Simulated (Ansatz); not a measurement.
# Structures of Al2Cu: which is lowest?

Plane-wave DFT in Ansatz with scalar-relativistic PAW potentials, cutoff 420 eV, Γ-centred meshes chosen by cell and gap, Gaussian smearing with energies taken to zero width. Every cell was relaxed (cell and atoms) in a run of its own, within the symmetry of its start. Functional: PBEsol.

Relaxed structures (starts from databases or built by putting these elements on another compound's sites):
A. Fm-3m, 3 atoms in the computed cell, a = 5.726 Å; sites (symmetry × multiplicity) Al -43m × 8, Cu m-3m × 4; start: database
B. I4/mcm, 6 atoms in the computed cell, a = 5.992 Å, c = 4.829 Å; sites (symmetry × multiplicity) Al m.2m × 8, Cu 422 × 4; start: database
C. P4/mmm, 3 atoms in the computed cell, a = 4.084 Å, c = 2.846 Å; sites (symmetry × multiplicity) Al mmm. × 2, Cu 4/mmm × 1; start: database

Question: Rank them by energy. Could pressure change the order?

Answer:
| structure | group | E − E(lowest) (meV/atom) | V (Å³/atom) | gap on mesh (eV) |
| --- | --- | --- | --- | --- |
| A | Fm-3m | 0.0 | 15.65 | 0.00 |
| B | I4/mcm | 5.9 | 14.45 | 0.00 |
| C | P4/mmm | 153 | 15.83 | 0.00 |

A is lowest, 6 meV/atom under B. B is denser by 1.20 Å³/atom, so pressure favours it: ΔE/ΔV, with ΔE in eV and 1 eV/Å³ = 160.2 GPa, gives about 0.8 GPa for equal enthalpy if both cells were rigid, a rough figure since the two compress differently. Other structures may lie lower than all of these, and vibrations aren't counted.